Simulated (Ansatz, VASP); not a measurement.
One calculation of Si, two programs

```
Si
1.0
    -3.36921    3.36921    1.94768
     3.36921   -3.36921    1.94768
     3.36921    3.36921   -1.94768
Si
4
Direct
  0.82120 0.17880 0.00000
  0.17880 0.82120 0.00000
  0.82120 0.82120 0.64240
  0.17880 0.17880 0.35760
```

Change from the starting cell: volume scaled by 1.04.

Alike in both runs: task single point; functional PBE; k mesh 8 × 8 × 8; occupations fermi-dirac, width 0.05 eV; no spin polarisation.

|  | VASP | Ansatz |
| --- | --- | --- |
| version | VASP 6.6.1 | Ansatz 0.2.0 |
| potentials or method | VASP PAW PBE potentials, release 64 (Si), cutoff 520 eV | all-electron LAPW, scalar-relativistic |

```csv
,VASP,Ansatz,Ansatz less VASP
gap on the k mesh at the Fermi level (eV),0.26,0.26,-0.001
least direct gap on the mesh (eV),0.43,0.43,+0.001
pressure (GPa),-1.9,-1.8,+0.05
largest component of the traceless stress (GPa),0.13,0.11,-0.017
rms of the force components (eV/Å),0.036,0.036,+0.0004
```

Atom by atom the forces differ by 0.000 eV/Å (rms over components). Ansatz ran all-electron here, so the differences hold the error of VASP's frozen core and of both bases.
